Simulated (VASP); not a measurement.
# CdO in VASP: relaxation of the atoms with PBEsol

Aim: the relaxation of the atoms of CdO with PBEsol.

Program: VASP 6.6.1. These are calculated values, not measurements. Logs are shortened: lines on timing, memory, paths and dates and some standing lists are left out, and cuts for length are marked.

### 1 The structure

The cell holds a slab with vacuum, 4 atoms: a = 3.323 Å, b = 3.323 Å, c = 18.349 Å, α = 90.00°, β = 90.00°, γ = 90.00°.

### 2 Relaxation of the atoms, PBEsol

Contents of INCAR:

```
SYSTEM = CdO
ALGO     = Fast           ! electronic algorithm
DIPOL    = 0.5 0.5 0.500
EDIFF    = 1E-6           ! SCF threshold, eV
EDIFFG   = -0.015         ! ionic threshold
ENCUT    = 520            ! plane-wave cutoff, eV
GGA      = PS             ! functional
IBRION   = 2              ! ionic algorithm
IDIPOL   = 3            
ISIF     = 2              ! what is computed and relaxed
ISMEAR   = 1              ! smearing method
KPAR     = 8            
LASPH    = .True.         ! aspherical terms in the spheres
LCHARG   = .False.        ! write CHGCAR
LDIPOL   = .True.       
LREAL    = .False.        ! projectors in reciprocal space
LWAVE    = .False.        ! write WAVECAR
NELM     = 80             ! most SCF steps
NSW      = 100            ! ionic steps
PREC     = Accurate       ! precision mode
SIGMA    = 0.1            ! smearing width, eV
```

Contents of KPOINTS:

```
k-points
0
Gamma
  10 10 1
  0 0 0
```

Contents of POSCAR:

```
CdO
1.0
    3.3226947650      0.0000000000      0.0000000000
    0.0000000000      3.3226947650      0.0000000000
    0.0000000000      0.0000000000     18.3495000000
Cd O
2 2
Direct
    0.5000000000      0.5000000000      0.4359791820
    1.0000000000      0.0000000000      0.5640208180
    1.0000000000      1.0000000000      0.4359791820
    0.5000000000      0.5000000000      0.5640208180
```

Potentials or basis: VASP PAW PBE potentials, release 64 (Cd, O).

Command:

```sh
> cat potpaw_PBE.64/Cd/POTCAR potpaw_PBE.64/O/POTCAR > POTCAR
> mpirun -np 8 vasp_std > vasp.out
```

OUTCAR:

```text
SYSTEM = CdO
   EDIFF = 1E-6
   EDIFFG = -0.015
   ENCUT = 520
   GGA = PS
   IBRION = 2
   ISIF = 2
   ISMEAR = 1
   LASPH = .True.
   LREAL = .False.
   NELM = 80
   NSW = 100
   PREC = Accurate

 ion  position               nearest neighbor table
   1  0.500  0.500  0.436-   4 2.35   3 2.35   3 2.35   3 2.35   3 2.35   2 3.32   2 3.32   2 3.32
                             2 3.32
   2  0.000  0.000  0.564-   3 2.35   4 2.35   4 2.35   4 2.35   4 2.35   1 3.32   1 3.32   1 3.32
                             1 3.32
   3  0.000  0.000  0.436-   2 2.35   1 2.35   1 2.35   1 2.35   1 2.35
   4  0.500  0.500  0.564-   1 2.35   2 2.35   2 2.35   2 2.35   2 2.35

  LATTYP: Found a simple tetragonal cell.
 ALAT       =     3.3226947650
 C/A-ratio  =     5.5224753695

  Lattice vectors:

 A1 = (   3.3226947650,   0.0000000000,   0.0000000000)
 A2 = (   0.0000000000,   3.3226947650,   0.0000000000)
 A3 = (   0.0000000000,   0.0000000000,  18.3495000000)

Analysis of symmetry for initial positions (statically):
=====================================================================
 Subroutine PRICEL returns:
 Original cell was already a primitive cell.

 Routine SETGRP: Setting up the symmetry group for a
 simple tetragonal supercell.

 Subroutine GETGRP returns: Found 16 space group operations
 (whereof  8 operations were pure point group operations)
 out of a pool of 16 trial point group operations.

The static configuration has the point symmetry C_4v.
 The point group associated with its full space group is D_4h.

Analysis of symmetry for dynamics (positions and initial velocities):
=====================================================================
 Subroutine PRICEL returns:
 Original cell was already a primitive cell.

 Routine SETGRP: Setting up the symmetry group for a
 simple tetragonal supercell.

 Subroutine GETGRP returns: Found 16 space group operations
 (whereof  8 operations were pure point group operations)
 out of a pool of 16 trial point group operations.

The dynamic configuration has the point symmetry C_4v.
 The point group associated with its full space group is D_4h.

 Subroutine INISYM returns: Found 16 space group operations
 (whereof  8 operations are pure point group operations),
 and found     1 'primitive' translations

----------------------------------------------------------------------------------------

                                     Primitive cell

  volume of cell :     202.5840
[... 120 lines left out ...]
 conjugate gradient relaxation of ions
 non-spin polarized calculation
 RMM-DIIS sequential band-by-band and
 Methfessel and Paxton  Order N= 1 SIGMA  =   0.10
  energy-cutoff  :      520.00
  volume of cell :      202.58
 maximum number of plane-waves:      5496
 NGX is ok and might be reduce to    28
   NGX = 13   NGY = 13   NGZ = 69

--------------------------------------- Ionic step        1  -------------------------------------------

 number of electron      36.0000024 magnetization

 Free energy of the ion-electron system (eV)
  ---------------------------------------------------
  ext. energy  EPLUGINS =         0.00000000
  ---------------------------------------------------
  free energy    TOTEN  =       -16.07692916 eV

  energy without entropy =      -16.07658699  energy(sigma->0) =      -16.07681511

------------------------ aborting loop because EDIFF is reached ----------------------------------------

  FORCE on cell =-STRESS in cart. coord.  units (eV):
  Direction    XX          YY          ZZ          XY          YZ          ZX
  --------------------------------------------------------------------------------------
  -------------------------------------------------------------------------------------
  Total       -4.0933092     -4.0933092     -0.1896105      0.0000000     -0.0000000      0.0000000
  in kB      -32.3727803    -32.3727803     -1.4995734      0.0000000     -0.0000000      0.0000000
  external PRESSURE =     -22.0817114 kB  Pullay stress =       0.0000000 kB
[... 95 lines left out ...]
  FREE ENERGIE OF THE ION-ELECTRON SYSTEM (eV)
  ---------------------------------------------------
  free  energy   TOTEN  =       -16.0808165369 eV

  energy  without entropy=      -16.0803884412  energy(sigma->0) =      -16.08067384

 dipolmoment           0.000000      0.000000      0.000000 electrons x Angstroem

--------------------------------------- Ionic step        4  -------------------------------------------

 number of electron      36.0000003 magnetization

------------------------ aborting loop because EDIFF is reached ----------------------------------------
[... 33 lines left out ...]
--------------------------------------- Ionic step        5  -------------------------------------------

 number of electron      36.0000003 magnetization

 dipolmoment           0.000000      0.000000     -0.000000 electrons x Angstroem

 Free energy of the ion-electron system (eV)
  ---------------------------------------------------
  ext. energy  EPLUGINS =         0.00000000
  ---------------------------------------------------
  free energy    TOTEN  =       -16.08085903 eV

  energy without entropy =      -16.08043154  energy(sigma->0) =      -16.08071653

 E-fermi :  -3.2167     XC(G=0):  -3.7953

 val. band max:       -3.2470477031   @ k =   0.5000   0.0000   0.0000
 cond. band min:      -2.6920282317   @ k =   0.1000   0.0000   0.0000
 fundamental gap:      0.5550194713
 Fermi energy:        -3.2166987170

 k-point     1 :       0.0000    0.0000    0.0000
  band No.  band energies     occupation
      1     -20.0959      2.00000
      2     -19.7463      2.00000
      3     -10.4617      2.00000
      4     -10.2082      2.00000
      5     -10.0949      2.00000
      6     -10.0265      2.00000
[... 514 lines left out ...]
     21       5.2480      0.00000
     22       5.2481      0.00000

------------------------ aborting loop because EDIFF is reached ----------------------------------------

 vacuum level on the upper side and lower side of the slab       (xc-potential included)        -0.111        -0.111

  FORCE on cell =-STRESS in cart. coord.  units (eV):
  Direction    XX          YY          ZZ          XY          YZ          ZX
  --------------------------------------------------------------------------------------
  -------------------------------------------------------------------------------------
  Total       -3.9686093     -3.9686093     -0.0296075      0.0000000      0.0000000      0.0000000
  in kB      -31.3865662    -31.3865662     -0.2341568      0.0000000      0.0000000      0.0000000
  external PRESSURE =     -21.0024297 kB  Pullay stress =       0.0000000 kB
[... 19 lines left out ...]
  FREE ENERGIE OF THE ION-ELECTRON SYSTEM (eV)
  ---------------------------------------------------
  free  energy   TOTEN  =       -16.0808590267 eV

  energy  without entropy=      -16.0804315421  energy(sigma->0) =      -16.08071653

 reached required accuracy - stopping structural energy minimisation

 vacuum level on the upper side and lower side of the slab         1.670         1.670
```

OSZICAR:

```text
N       E                     dE             d eps       ncg     rms          rms(c)
DAV:   1     0.302569088495E+03    0.30257E+03   -0.16244E+04   924   0.135E+03
DAV:   2     0.156313199100E+02   -0.28694E+03   -0.27857E+03  1182   0.352E+02
DAV:   3    -0.191093698817E+02   -0.34741E+02   -0.34014E+02  1032   0.115E+02
[... 53 lines left out ...]
       N       E                     dE             d eps       ncg     rms          rms(c)
DAV:   1    -0.160808200396E+02   -0.15749E-05   -0.27225E-02   924   0.121E+00    0.315E-02
RMM:   2    -0.160808557709E+02   -0.35731E-04   -0.43787E-04   923   0.142E-01    0.138E-02
RMM:   3    -0.160808585390E+02   -0.27681E-05   -0.30734E-05   908   0.423E-02    0.635E-03
RMM:   4    -0.160808590267E+02   -0.48766E-06   -0.51214E-06   698   0.155E-02
   5 F= -.16080859E+02 E0= -.16080717E+02  d E =-.403861E-04
```

It took 99 s on 8 MPI ranks of AMD EPYC 7R13 (Zen 3), shared host; peak memory 0.37 GiB.

Results:

| Quantity | Value |
| --- | --- |
| Free energy | -16.0809 eV |
| Energy gained by relaxing | 1.0 meV/atom |
| Ionic steps | 5 |
| Largest force after relaxing | 0.008 eV/Å |
| Band gap on the k mesh | none (metal or under the smearing width) |

Forces in eV/Å, atoms in the order of the input:
```
Cd   0.000  0.000 -0.002
Cd   0.000  0.000  0.002
O    0.000  0.000 -0.008
O    0.000  0.000  0.008
```

Step by step:
```csv
step,energy change (eV),largest force (eV/Å),pressure (GPa)
1,0.0000,0.1386,-2.21
2,-0.0021,0.0908,-2.17
3,-0.0039,0.0181,-2.08
4,-0.0039,0.0170,-2.08
5,-0.0039,0.0075,-2.10
```

Final structure:
```
Cd O
1.0
     3.32269    0.00000    0.00000
     0.00000    3.32269    0.00000
     0.00000    0.00000   18.34950
Cd O
2 2
Direct
  0.50000 0.50000 0.43710
  0.00000 0.00000 0.56290
  0.00000 0.00000 0.43524
  0.50000 0.50000 0.56476
```

Levels at points of the mesh, in eV from the Fermi level:
```csv
k point,band 14,band 15,band 16,band 17,band 18,band 19,band 20,band 21,band 22
"(0.00, 0.00, 0.00)",-1.95,-1.95,-1.80,-1.44,-1.44,-0.05,2.10,4.67,4.98
"(0.50, 0.00, 0.00)",-3.67,-0.95,-0.95,-0.03,-0.03,4.73,4.73,5.03,5.03
"(0.50, 0.50, 0.00)",-3.73,-2.66,-2.66,-1.56,-1.56,3.58,3.58,8.46,8.46
```

Caveat: the PAW data sets were made with another functional, which shifts forces and pressure a little.
